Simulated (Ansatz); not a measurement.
MnS in Ansatz: the effect of Hubbard term

Crystal: MnS.

```
CELL_PARAMETERS angstrom
0.00000 2.47346 2.47346
2.47346 0.00000 2.47346
2.47346 2.47346 0.00000
ATOMIC_POSITIONS crystal
Mn 0.00000 0.00000 0.00000
S 0.75000 0.75000 0.75000
```

The cell is a database's computed one.

Alike in all runs:

```yaml
Program: Ansatz 0.2.0
Task: band structure
Functional: r2SCAN
Potentials_or_basis: Ansatz PAW
Cutoff: "500 eV (not typed: the program's choice for these potentials)"
k_mesh: 9 × 9 × 9
Occupations: fermi-dirac, width 0.05 eV
Spin: collinear spin, ferromagnetic start
Starting_moments: "[4.0, 0.0] μB"
Path: "[[\"G\", \"X\", \"W\", \"K\", \"G\", \"L\", \"U\", \"W\", \"L\", \"K\"], [\"U\", \"X\"]]"
Points_for_each_segment_of_the_path: 14
Hubbard_projectors: ortho-atomic (the default)
Double_counting: fll (the default)
```

| Hubbard term | pressure (GPa) | moment (μB) |
| --- | --- | --- |
| none | ? | ? |
| Mn d U = 1 eV | 43.8 | 4.19 |
| Mn d U = 2 eV | 49.8 | 4.39 |
| Mn d U = 3 eV | 57.8 | 4.67 |
| Mn d U = 4 eV | 64.9 | 4.87 |
| Mn d U = 5 eV | 68.2 | 4.92 |
| Mn d U = 6 eV | 71.3 | 4.98 |
| Mn d U = 8 eV | 75.3 | 5.00 |

**Question.** What does the run with Hubbard term none give?

**Answer.** Pressure 33.4 GPa; moment 3.69 μB.

Worked out: A parabola through the other rows of the pressure, of slope 9.69 GPa per eV there, extrapolates to 34.0 GPa, against the run's 33.4. A parabola through the other rows of the moment, of slope 0.34 μB per eV there, extrapolates to 3.86 μB, against the run's 3.69. The fit is too stiff a form for this range.

Caveats: the magnetic or orbital state may not be the lowest; a pressure of tens of GPa on the cell as given is suspect, and the run, the potentials or the cell itself is likely at fault; a cell with one magnetic atom can't hold antiferromagnetic order, which such compounds often take; the PAW data sets come from PBE, with cores solved anew for the run's functional, which leaves a small shift of forces and pressure.

Runs at the PBE level aren't shown here.
